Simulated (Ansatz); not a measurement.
The system is TaN.

```
Ta N
1.0
     0.00000    2.17900    2.17900
     2.17900    0.00000    2.17900
     2.17900    2.17900    0.00000
Ta N
1 1
Cartesian
  2.1790 2.1790 2.1790
  0.0000 0.0000 0.0000
```

- Program: Ansatz 0.2.0
- Task: relaxation of cell and atoms
- Functional: r2SCAN
- Dispersion: D4
- Potentials or basis: Ansatz PAW
- Cutoff: 500 eV (not typed: the program's choice for these potentials)
- k mesh: 10 × 10 × 10
- Occupations: fermi-dirac, width 0.05 eV
- Spin: no spin polarisation

At the start: volume 10.35 Å³/atom.

How do energy, volume and symmetry change on relaxing?

It ends after 5 steps and the volume is 10.56 Å³/atom (+2.1 %); space group Fm-3m (No. 225, to 0.05 Å).

Step by step:
```
step  energy change (eV)  largest force (eV/Å)  volume (Å³)
   1              0.0000                0.0000        20.69
   2             -0.0085                0.0000        21.29
   3             -0.0100                0.0000        21.13
   4             -0.0100                0.0000        21.13
   5             -0.0103                0.0000        21.13
```

Final structure:
```cif
data_structure
_symmetry_space_group_name_H-M 'P 1'
_symmetry_Int_Tables_number 1
_cell_length_a 3.1030
_cell_length_b 3.1030
_cell_length_c 3.1030
_cell_angle_alpha 60.000
_cell_angle_beta 60.000
_cell_angle_gamma 60.000
_cell_volume 21.13
loop_
_atom_site_label
_atom_site_type_symbol
_atom_site_fract_x
_atom_site_fract_y
_atom_site_fract_z
_atom_site_occupancy
Ta1 Ta 0.50000 0.50000 0.50000 1
N1 N 0.00000 0.00000 0.00000 1
```

Caveat: the plane-wave basis is chosen anew once the cell has moved, so the energies of steps on either side of that aren't comparable; pairwise dispersion overbinds metals, which lowers pressure and volume; the PAW data sets come from PBE, with cores solved anew for the run's functional, which leaves a small shift of forces and pressure.
